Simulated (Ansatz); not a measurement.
## Te2Mo: computed properties

Level of theory: Ansatz 0.2.0, DFT LDA, scalar-relativistic, plane waves, PAW.

Settings: cutoff 420 eV, Γ-centred mesh 6×10×4 on the computed 12-atom cell, Gaussian smearing of 0.10 eV; no spin polarisation.

The structure is relaxed at this level of theory with its symmetry kept.

Symmetry: P2_1/m, No. 11, monoclinic system. Conventional cell: a = 6.295 Å, b = 3.438 Å, c = 13.368 Å, α = 90.00°, β = 93.85°, γ = 90.00°. Te (site symmetry m) has 3 Mo at 2.68 Å as nearest neighbours. Te (site symmetry m) is surrounded by 3 Mo at 2.76 to 2.78 Å. Te (site symmetry m) has 3 Mo at 2.68 Å as nearest neighbours. Te (site symmetry m) is surrounded by 3 Mo at 2.76 to 2.78 Å. Mo (site symmetry m) has 6 Te at 2.68 to 2.78 Å and 2 Mo at 2.86 Å as nearest neighbours. Around Mo (site symmetry m) lie 6 Te at 2.68 to 2.78 Å and 2 Mo at 2.86 Å.

| Property | Result |
| --- | --- |
| Volume per atom | 24.05 Å³ |
| Formation energy from the elements' standard states (uncorrected) | -0.271 eV/atom |
| Kohn–Sham band gap | none (metal) |
| Density of states at the Fermi level | 4.54 states/eV per cell |
| Löwdin character within 0.5 eV of the Fermi level | Mo 4d 50 %, Te 5p 44 % |

Spin-orbit coupling is left out, which matters for the bands of heavy elements.

Cost: 1 run of about 15 core-minutes, on Arm Neoverse V2 (shared hosts).